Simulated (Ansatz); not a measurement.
# Si: the cost of one run

Method: DFT PBE, scalar-relativistic, plane waves, PAW, in Ansatz 0.2.0.

### 1 The starting structure

It takes space group P6_422 (No. 181, hexagonal). Conventional cell: a = 3.586 Å, b = 3.586 Å, c = 3.927 Å, α = 90.00°, β = 90.00°, γ = 120.00°. Si (site symmetry 222) is surrounded by 4 Si at 2.22 Å.

As a file:

```cif
data_structure
_symmetry_space_group_name_H-M 'P 1'
_symmetry_Int_Tables_number 1
_cell_length_a 3.5861
_cell_length_b 3.5861
_cell_length_c 3.9269
_cell_angle_alpha 90.000
_cell_angle_beta 90.000
_cell_angle_gamma 120.000
_cell_volume 43.73
loop_
_atom_site_label
_atom_site_type_symbol
_atom_site_fract_x
_atom_site_fract_y
_atom_site_fract_z
_atom_site_occupancy
Si1 Si 0.00000 0.50000 0.33333 1
Si2 Si 0.50000 0.50000 0.66667 1
Si3 Si 0.50000 0.00000 0.00000 1
```

A structure generator made this guess: 4-connected net of one element (P6_422, No. 181). Its size is a rough estimate.

### 2 A first look at the guess

The input, input.yaml:

```yaml
crystal:
  lattice:
    - [3.5861119, 0.0, 0.0]
    - [-1.79305595, 3.105664, 0.0]
    - [0.0, 0.0, 3.92685031]
  atoms:
    - { symbol: Si, position: [0.0, 0.5, 0.33333333] }
    - { symbol: Si, position: [0.5, 0.5, 0.66666667] }
    - { symbol: Si, position: [0.5, 0.0, 0.0] }
basis:
  ecutwfc: 420
kpoints:
  mp_grid: { grid: [6, 6, 4] }
hamiltonian:
  xc: pbe
scf:
  occupations: { method: gaussian, width: 0.1 }
  lower_state_search: "off"
output:
  forces: true
  stress: true
  eigenvalues: true
```

Launch:

```
$ ansatz run input.yaml --threads 1 --pin off --max-ram 2048MiB --backend cpu --events-out ev --progress --plain --runs-dir out
```

Q: Estimate wall time and peak memory on 1 thread of Arm Neoverse V1, shared host.

About 1 s, with a peak of 0.26 GiB.
